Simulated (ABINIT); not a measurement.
# A GW chain in ABINIT: AlAs (F-43m), part 2 of 3

How does a plane-wave GW calculation on AlAs (F-43m) run from the first input to the gap?

ABINIT 10.8.3; PBE and many-body steps on it, plane waves. Known limits of the many-body steps: not at the basis limit; no spin-orbit coupling; coarse k mesh.

So far. Step 2 (Ground state): The gap is indirect, with the least direct gap 0.61 eV higher.

## Step 3: Bands along the symmetry lines

Level of this step: DFT, PBE, plane waves, norm-conserving pseudopotentials (ABINIT).

The cheap functional maps the bands first; the places of the edges decide which points the dearer methods must see.

run.abi

```
acell 3*1.0 Angstrom
rprim 
  0.000000000000 2.830400000000 2.830400000000
  2.830400000000 0.000000000000 2.830400000000
  2.830400000000 2.830400000000 -0.000000000000
ntypat 2
znucl 13 33
natom 2
typat 1 2
xred 
  0.000000000000 0.000000000000 0.000000000000
  0.250000000000 0.250000000000 0.250000000000
pp_dirpath "pseudos"
pseudos "Al.upf, As.upf"
ecut 44
iscf -2
irdden 1
kptopt 0
nkpt 50
kpt 
  0.00000000 0.00000000 0.00000000
  -0.06250000 -0.06250000 0.00000000
  -0.12500000 -0.12500000 0.00000000
  -0.18750000 -0.18750000 0.00000000
  -0.25000000 -0.25000000 0.00000000
  -0.31250000 -0.31250000 0.00000000
  -0.37500000 -0.37500000 0.00000000
  -0.43750000 -0.43750000 0.00000000
  -0.50000000 -0.50000000 0.00000000
  -0.48437500 -0.48437500 0.03125000
  -0.46875000 -0.46875000 0.06250000
  -0.45312500 -0.45312500 0.09375000
  -0.43750000 -0.43750000 0.12500000
  -0.42187500 -0.42187500 0.15625000
  -0.40625000 -0.40625000 0.18750000
  -0.39062500 -0.39062500 0.21875000
  -0.37500000 -0.37500000 0.25000000
  -0.37500000 0.00000000 0.37500000
  -0.32812500 0.00000000 0.32812500
  -0.28125000 0.00000000 0.28125000
  -0.23437500 0.00000000 0.23437500
  -0.18750000 0.00000000 0.18750000
  -0.14062500 0.00000000 0.14062500
  -0.09375000 0.00000000 0.09375000
  -0.04687500 0.00000000 0.04687500
  0.00000000 0.00000000 0.00000000
  0.00000000 0.00000000 0.06250000
  0.00000000 0.00000000 0.12500000
  0.00000000 0.00000000 0.18750000
  0.00000000 0.00000000 0.25000000
  0.00000000 0.00000000 0.31250000
  0.00000000 0.00000000 0.37500000
  0.00000000 0.00000000 0.43750000
  -0.00000000 -0.00000000 0.50000000
  -0.06250000 -0.03125000 0.46875000
  -0.12500000 -0.06250000 0.43750000
  -0.18750000 -0.09375000 0.40625000
  -0.25000000 -0.12500000 0.37500000
  -0.31250000 -0.15625000 0.34375000
  -0.37500000 -0.18750000 0.31250000
  -0.43750000 -0.21875000 0.28125000
  -0.50000000 -0.25000000 0.25000000
  -0.50000000 -0.28125000 0.21875000
  -0.50000000 -0.31250000 0.18750000
  -0.50000000 -0.34375000 0.15625000
  -0.50000000 -0.37500000 0.12500000
  -0.50000000 -0.40625000 0.09375000
  -0.50000000 -0.43750000 0.06250000
  -0.50000000 -0.46875000 0.03125000
  -0.50000000 -0.50000000 0.00000000
istwfk *1
nband 20
nbdbuf 2
tolwfr 1e-08
nstep 40
prtwf 0
prtvol 0
indata_prefix "in"
outdata_prefix "out"
tmpdata_prefix "tmp"
```

On the command line:

```
OMP_NUM_THREADS=1 mpirun -n 4 abinit run.abi > log
```

Numbers of over 12 decimals in the logs are rounded to 6 here.

Output:

```text
.Version 10.8.3 of ABINIT. v10.8.2 released Aug 2026.

 Symmetries : space group F-4 3 m (#216); Bravais cF (face-center cubic)
[... echo of the input left out ...]
== DATASET  1 ==================================================================
-   mpi_nproc: 4, omp_nthreads: 1 (-1 if OMP is not activated)

--- !DatasetInfo
iteration_state: {dtset: 1, }
dimensions: {natom: 2, nkpt: 50, mband: 20, nsppol: 1, nspinor: 1, nspden: 1, mpw: 4314, }
cutoff_energies: {ecut:  44.0, pawecutdg:  -1.0, }
electrons: {nelect:   2.60000000E+01, charge:   0.00000000E+00, occopt:   1.00000000E+00, tsmear:   1.00000000E-02, }

 Real(R)+Recip(G) space primitive vectors, cartesian coordinates (Bohr,Bohr^-1):
 R(1)=  0.0000000  5.3486808  5.3486808  G(1)= -0.0934810  0.0934810  0.0934810
 R(2)=  5.3486808  0.0000000  5.3486808  G(2)=  0.0934810 -0.0934810  0.0934810
 R(3)=  5.3486808  5.3486808  0.0000000  G(3)=  0.0934810  0.0934810 -0.0934810
 Unit cell volume ucvol=  3.0603426E+02 bohr^3
 Angles (23,13,12)=  6.00000000E+01  6.00000000E+01  6.00000000E+01 degrees

 getcut: wavevector=  0.0000  0.0000  0.0000  ngfft=  48  48  48
         ecut(hartree)=     44.000   => boxcut(ratio)=   2.12514

--- Pseudopotential description ------------------------------------------------
- Al Generated using ONCVPSP code by D. R. Hamann
- 13.00000   3.00000  171031                  znucl, zion, pspdat
12 -101130 2 -1 1876                          pspcod,pspxc,lmax,lloc,mmax
     nproj     2     2     2
  pspatm : epsatm=    4.08140545
         --- l  ekb(1:nproj) -->
             0    5.126667    0.728291
             1    7.287548    0.832437
             2   -2.770497   -0.637722
 pspatm: atomic psp has been read  and splines computed

- As Generated using ONCVPSP code by D. R. Hamann
- 33.00000  23.00000  171031                  znucl, zion, pspdat
12 -101130 2 -1 1358                          pspcod,pspxc,lmax,lloc,mmax
     nproj     2     2     2
  pspatm : epsatm=   24.77333152
         --- l  ekb(1:nproj) -->
[...]
pspatm: atomic psp has been read  and splines computed

--------------------------------------------------------------------------------

================================================================================
 prteigrs : about to open file out_EIG
 Non-SCF case, kpt    1 (  0.00000  0.00000  0.00000), residuals and eigenvalues=
  5.27E-09  2.07E-09  7.38E-09  4.12E-09  1.56E-09  4.42E-09  2.39E-09  5.29E-09
  6.76E-09  7.86E-09  5.07E-09  6.61E-09  7.46E-09  5.62E-09  5.49E-09  1.85E-09
  8.67E-09  4.59E-09  5.27E-08  1.71E-07
 -6.6023E+00 -4.5201E+00 -4.5201E+00 -4.5201E+00 -1.1016E+00 -1.1016E+00
 -1.1016E+00 -1.1012E+00 -1.1012E+00 -2.7342E-01  1.6294E-01  1.6294E-01
  1.6294E-01  2.3806E-01  3.2071E-01  3.2071E-01  3.2071E-01  4.8937E-01
  4.9545E-01  4.9545E-01
 Non-SCF case, kpt    2 ( -0.06250 -0.06250  0.00000), residuals and eigenvalues=
[...]
4.9799E-01  5.0063E-01
 Non-SCF case, kpt    3 ( -0.12500 -0.12500  0.00000), residuals and eigenvalues=
[...]
4.44E-09  3.34E-09  8.18E-07  5.15E-06
[...]
5.0560E-01  5.2967E-01
[...]
Non-SCF case, kpt   49 ( -0.50000 -0.46875  0.03125), residuals and eigenvalues=
[...]
6.2461E-01  6.2488E-01
 Non-SCF case, kpt   50 ( -0.50000 -0.50000  0.00000), residuals and eigenvalues=
[...]
-1.1015E+00 -1.1012E+00 -1.1011E+00 -2.0124E-01 -3.6473E-02  8.3068E-02
  8.3068E-02  2.1570E-01  2.4749E-01  5.4237E-01  5.4237E-01  5.9532E-01
  6.2845E-01  6.2849E-01

--- !ResultsGS
iteration_state: {dtset: 1, }
comment   : Summary of ground state results
lattice_vectors:
- [  0.0000000,   5.3486808,   5.3486808, ]
- [  5.3486808,   0.0000000,   5.3486808, ]
- [  5.3486808,   5.3486808,  -0.0000000, ]
lattice_lengths: [   7.56418,    7.56418,    7.56418, ]
lattice_angles: [ 60.000,  60.000,  60.000, ] # degrees, (23, 13, 12)
lattice_volume:   3.0603426E+02
convergence: {deltae:  0.000E+00, res2:  0.000E+00, residm:  9.996E-09, diffor:  0.000E+00, }
etotal    :  -3.07602800E+02
entropy   :   0.00000000E+00
fermie    :   1.62937956E-01
cartesian_stress_tensor: null
pressure_GPa: null
xred      :
- [  0.0000E+00,   0.0000E+00,   0.0000E+00, Al]
- [  2.5000E-01,   2.5000E-01,   2.5000E-01, As]
cartesian_forces: null
force_length_stats: {min: null, max: null, mean: null, }

 Integrated electronic density in atomic spheres:
 ------------------------------------------------
 Atom  Sphere_radius  Integrated_density
[...]
================================================================================

 ----iterations are completed or convergence reached----

 Mean square residual over all n,k,spin=   49.327E-10; max=  99.956E-10
 reduced coordinates (array xred) for    2 atoms
       0.000000000000      0.000000000000      0.000000000000
       0.250000000000      0.250000000000      0.250000000000

 cartesian coordinates (angstrom) at end:
[...]
length scales=  1.889726125908  1.889726125908  1.889726125908 bohr
              =  1.000000000000  1.000000000000  1.000000000000 angstroms
 prteigrs : about to open file out_EIG
 Eigenvalues (hartree) for nkpt=  50  k points:
 kpt#   1, nband= 20, wtk=  1.00000, kpt=  0.0000  0.0000  0.0000 (reduced coord)
[...]
kpt#   2, nband= 20, wtk=  1.00000, kpt= -0.0625 -0.0625  0.0000 (reduced coord)
[...]
kpt#   3, nband= 20, wtk=  1.00000, kpt= -0.1250 -0.1250  0.0000 (reduced coord)
[...]
kpt#  49, nband= 20, wtk=  1.00000, kpt= -0.5000 -0.4687  0.0313 (reduced coord)
[...]
0.54137    0.58280    0.62461    0.62488
 kpt#  50, nband= 20, wtk=  1.00000, kpt= -0.5000 -0.5000  0.0000 (reduced coord)
  -6.60227   -4.52014   -4.52014   -4.52014   -1.10162   -1.10152   -1.10152   -1.10122
  -1.10114   -0.20124   -0.03647    0.08307    0.08307    0.21570    0.24749    0.54237
   0.54237    0.59532    0.62845    0.62849

== END DATASET(S) ==============================================================
================================================================================

 -outvars: echo values of variables after computation  --------
            nband          20
             nkpt          50
          spgroup         216
 [... the other variables as echoed above ...]

 Calculation completed.
```

Wall time 21 s (4 MPI ranks of Arm Neoverse V1, shared host); peak memory 0.33 GiB; 82 s of CPU time.

This step gave:

| Property | Result |
| --- | --- |
| gap | 1.436 eV |
| k of the valence top | 0, 0, 0 |
| k of the conduction bottom | -0.5, -0.5, 0 |
| least direct gap | 2.044 eV |

The gap is 1.436 eV, as in the run before at this level.

Electronic bands along the path, in eV, zero at the top of the highest filled band:

```csv
point,band 10,band 11,band 12,band 13,band 14,band 15,band 16,band 17
Γ,-11.87,0.00,0.00,0.00,2.04,4.29,4.29,4.29
halfway,-11.10,-3.21,-1.34,-1.34,2.59,3.78,6.84,6.84
X,-9.91,-5.43,-2.17,-2.17,1.44,2.30,10.32,10.32
halfway,-9.90,-5.35,-2.71,-2.08,1.80,3.03,9.53,9.58
U,-9.94,-5.17,-3.41,-1.80,2.24,4.98,8.18,8.33
jump to K,-9.94,-5.17,-3.41,-1.80,2.24,4.98,8.18,8.33
halfway,-11.03,-3.68,-2.00,-0.46,3.71,4.97,5.18,5.93
Γ,-11.87,0.00,0.00,0.00,2.04,4.29,4.29,4.29
halfway,-11.30,-3.39,-0.48,-0.48,2.61,4.92,4.92,6.45
L,-10.46,-5.57,-0.83,-0.83,2.14,4.69,4.69,7.76
halfway,-10.20,-5.26,-2.69,-1.54,3.67,4.25,6.69,7.66
W,-9.88,-5.08,-3.18,-2.82,4.33,5.65,5.71,6.07
halfway,-9.89,-5.28,-2.69,-2.54,2.50,3.41,8.13,8.86
X,-9.91,-5.43,-2.17,-2.17,1.44,2.30,10.32,10.32
```

The electronic bands as a text plot (rows in eV, shown from -8.0 to 6.9 only):

```
    6.6 |    +++           +++              +         ++++ ++
    6.0 |    +              +++++++                  +   +++
    5.3 |  ++                 +++  ++      +        +    + +
    4.7 | +              ++     ++++++   +++++++++++   ++   +
    4.1 |++  +                     ++++++           ++++++++
    3.5 |  ++ ++++      +     +++++++                ++     ++
    2.9 | +  +++  +    +   +++       +   ++++       +         ++
    2.2 |+      ++ ++++  ++           +++    +++++++         ++ +
    1.6 |         +++++++                                      ++
    1.0 |
    0.4 |
   -0.2 |****                   *************
   -0.9 |    *              ****   ***       ********
   -1.5 |  ** ****         *     ****    **         ***
   -2.1 |    *    *********     *                    * **     ***
   -2.7 |              **     ** **        *          *  ******
   -3.3 |     **         *****              *          *****
   -4.0 |       **              *            **
   -4.6 |         *         ****
   -5.2 |          *********                   **   *************
   -5.8 |                                        ***
   -6.4 |
   -7.1 |
   -7.7 |
         Γ           X  U|K            Γ         L        W     X
```

## Step 4: Empty states on the mesh, 4×4×4 mesh, 139 bands

The sums over transitions need many empty states on a uniform mesh; this step solves for them.

run.abi

```
acell 3*1.0 Angstrom
rprim 
  0.000000000000 2.830400000000 2.830400000000
  2.830400000000 0.000000000000 2.830400000000
  2.830400000000 2.830400000000 -0.000000000000
ntypat 2
znucl 13 33
natom 2
typat 1 2
xred 
  0.000000000000 0.000000000000 0.000000000000
  0.250000000000 0.250000000000 0.250000000000
pp_dirpath "pseudos"
pseudos "Al.upf, As.upf"
ecut 44
ngkpt 4 4 4
nshiftk 1
shiftk 0 0 0
kptopt 1
chksymbreak 0
irdden 1
istwfk *1
nband 139
prtvol 0
optdriver 6
gwr_task "HDIAGO"
paral_kgb 0
occopt 1
indata_prefix "in"
outdata_prefix "out"
tmpdata_prefix "tmp"
```

Output:

```text
[banner, memory and clock lines left out]
.Version 10.8.3 of ABINIT. v10.8.2 released Aug 2026.

 Symmetries : space group F-4 3 m (#216); Bravais cF (face-center cubic)
[... echo of the input left out ...]
== DATASET  1 ==================================================================
-   mpi_nproc: 4, omp_nthreads: 1 (-1 if OMP is not activated)

--- !DatasetInfo
iteration_state: {dtset: 1, }
dimensions: {natom: 2, nkpt: 8, mband: 139, nsppol: 1, nspinor: 1, nspden: 1, mpw: 4314, }
cutoff_energies: {ecut:  44.0, pawecutdg:  -1.0, }
electrons: {nelect:   2.60000000E+01, charge:   0.00000000E+00, occopt:   1.00000000E+00, tsmear:   1.00000000E-02, }

.Using double precision arithmetic; gwpc =  8

- Reading GS density from: in_DEN

--- Pseudopotential description ------------------------------------------------
- Al Generated using ONCVPSP code by D. R. Hamann
- 13.00000   3.00000  171031                  znucl, zion, pspdat
12 -101130 2 -1 1876                          pspcod,pspxc,lmax,lloc,mmax
     nproj     2     2     2
  pspatm : epsatm=    4.08140545
         --- l  ekb(1:nproj) -->
             0    5.126667    0.728291
             1    7.287548    0.832437
             2   -2.770497   -0.637722
 pspatm: atomic psp has been read  and splines computed

- As Generated using ONCVPSP code by D. R. Hamann
- 33.00000  23.00000  171031                  znucl, zion, pspdat
12 -101130 2 -1 1358                          pspcod,pspxc,lmax,lloc,mmax
     nproj     2     2     2
  pspatm : epsatm=   24.77333152
         --- l  ekb(1:nproj) -->
             0    4.034276   -2.353825
             1   -6.723548   -2.113112
             2  -10.105298   -4.355719
 pspatm: atomic psp has been read  and splines computed

   7.50223161E+02                                ecore*ucvol(ha*bohr**3)

 Total charge density [el/Bohr^3]
)     Maximum=    7.1008E+00  at reduced coord.    0.2083    0.2708    0.3125
)     Minimum=    1.5770E-03  at reduced coord.    0.0000    0.0000    0.0000
   Integrated=    2.6000E+01

 === KS gaps after direct diagonalization ===
 Indirect band gap semiconductor
 Fundamental gap:     1.436 (eV)
   VBM:     4.434 (eV) at k: [ 0.0000E+00,  0.0000E+00,  0.0000E+00]
   CBM:     5.870 (eV) at k: [ 5.0000E-01,  5.0000E-01,  0.0000E+00]
 Direct gap:         2.044 (eV) at k: [ 0.0000E+00,  0.0000E+00,  0.0000E+00]

== END DATASET(S) ==============================================================

 -outvars: echo values of variables after computation  --------
           etotal      0.0000000000E+00
            nband         139
             nkpt           8
          spgroup         216
 [... the other variables as echoed above ...]

 Calculation completed.
```

Elapsed: 1.7 min, on 4 MPI ranks; peak memory 4.2 GiB; 6.9 min of CPU time.

Numbers from this step:

```yaml
gap: 1.436 eV
k_of_the_valence_top: 0, 0, 0
k_of_the_conduction_bottom: 0.5, 0.5, 0
least_direct_gap: 2.044 eV
k_points_computed: 8
lowest_point_of_the_top_converged_band_above_the_valence_top: 97.0459 eV
```

On this mesh the gap is 1.436 eV.

## Step 5: Screening, 4×4×4 mesh, 131 bands, screening to 163.3 eV

The RPA dielectric matrix is built and inverted for each q.

This step: RPA screening on PBE, plane waves, norm-conserving pseudopotentials.

run.abi, as its differences from that of step 4:

```diff
@@ -20,10 +20,11 @@
 chksymbreak 0
-irdden 1
 istwfk *1
-nband 139
-prtvol 0
-optdriver 6
-gwr_task "HDIAGO"
-paral_kgb 0
 occopt 1
+irdwfk 1
+optdriver 3
+nband 131
+ecuteps 6
+inclvkb 2
+awtr 1
+symchi 1
 indata_prefix "in"
```

Output:

```text
.Version 10.8.3 of ABINIT. v10.8.2 released Aug 2026.

 Symmetries : space group F-4 3 m (#216); Bravais cF (face-center cubic)
[... echo of the input left out ...]
== DATASET  1 ==================================================================
-   mpi_nproc: 4, omp_nthreads: 1 (-1 if OMP is not activated)

--- !DatasetInfo
iteration_state: {dtset: 1, }
dimensions: {natom: 2, nkpt: 8, mband: 131, nsppol: 1, nspinor: 1, nspden: 1, mpw: 4314, }
cutoff_energies: {ecut:  44.0, pawecutdg:  -1.0, }
electrons: {nelect:   2.60000000E+01, charge:   0.00000000E+00, occopt:   1.00000000E+00, tsmear:   1.00000000E-02, }

 SCREENING: Calculation of the susceptibility and dielectric matrices

 Based on a program developped by R.W. Godby, V. Olevano, G. Onida, and L. Reining.
 Incorporated in ABINIT by V. Olevano, G.-M. Rignanese, and M. Torrent.
.Using double precision arithmetic ; gwpc =  8

[... cell and pseudopotentials left out ...]
--------------------------------------------------------------------------------

 ==== K-mesh for the wavefunctions ====
 Number of points in the irreducible wedge :     8
[... list of points left out ...]
 Together with 24 symmetry operations and time-reversal symmetry
 yields    64 points in the full Brillouin Zone.

 ==== Q-mesh for the screening function ====
 Number of points in the irreducible wedge :     8
[... list of points left out ...]
 Together with 24 symmetry operations and time-reversal symmetry
 yields    64 points in the full Brillouin Zone.

 setmesh: FFT mesh size selected  =    32x   32x   32
          total number of points  =        32768

 vcoul_init : cutoff-mode = AUXILIARY_FUNCTION
 q-points for optical limit:   1
     1)      0.000010    0.000020    0.000030

- screening: taking advantage of time-reversal symmetry
- Maximum band index for partially occupied states nbvw = 13
- Remaining bands to be divided among processors   nbcw = 118
- Number of bands treated by each node ~29

 Number of electrons calculated from density =   26.0000; Expected =   26.0000
 average of density, n =  0.084958
 r_s =    1.4111
 omega_plasma =   28.1162 [eV]

 calculating chi0 at frequencies [eV] :
  1    0.000000E+00    0.000000E+00
  2    0.000000E+00    2.811624E+01

--------------------------------------------------------------------------------
  q-point number  1        q = ( 0.000000, 0.000000, 0.000000) [r.l.u.]
--------------------------------------------------------------------------------
[... chi0 elements left out ...]
 For q-point:  0.000010 0.000020 0.000030
  dielectric constant =  14.2187
  dielectric constant without local fields =  15.9569

  Average fulfillment of the sum rule on Im[epsilon] for q-point    1 :     46.41  [%]
[... wings left out ...]
  q-point number  2        q = ( 0.250000, 0.000000, 0.000000) [r.l.u.]
--------------------------------------------------------------------------------
[... chi0 elements left out ...]
  Average fulfillment of the sum rule on Im[epsilon] for q-point    2 :     51.60  [%]

 [... 6 further q-points ...]
```

It took 37 s on 4 MPI ranks; peak memory 1.1 GiB.

This step gave:

| Quantity | Value |
| --- | --- |
| ε∞ with local fields, on this mesh, along the program's q direction | 14.22 |
| the same without local fields | 15.96 |
| plasma frequency | 28.12 eV |
| plane waves in the screening matrix | 181 |

Local fields lower ε∞ by 11 %. On a Γ-centred mesh this coarse the value itself is usually too large, while a short band sum pulls it down.

[end of part 2 of 3]

[Paths, hosts, dates, memory and timing lines, banners, echoed tables and standing remarks are left out of the program output.]

[Logs are printed without paths, hosts, clocks, repeated set-up lines and the standing remarks that a program may print on its own settings, such as how far it seeks lower states.]

[Runs of the session that timed out or met a known fault of the program may be left out.]

[Hosts, paths, dates, database ids (printed as entryN), source tags and the programs' standing remarks are cut or masked in the printed files.]

[G0W0 gaps are taken among the corrected bands and points alone; a level outside them can change the order at an edge.]

[Where Ansatz stands beside ABINIT at settings called matched, ABINIT's density can come from a denser mesh and the files from another edition; pairs whose starting gaps differed by over 0.03 eV were left out, so agreement reads better than it is.]
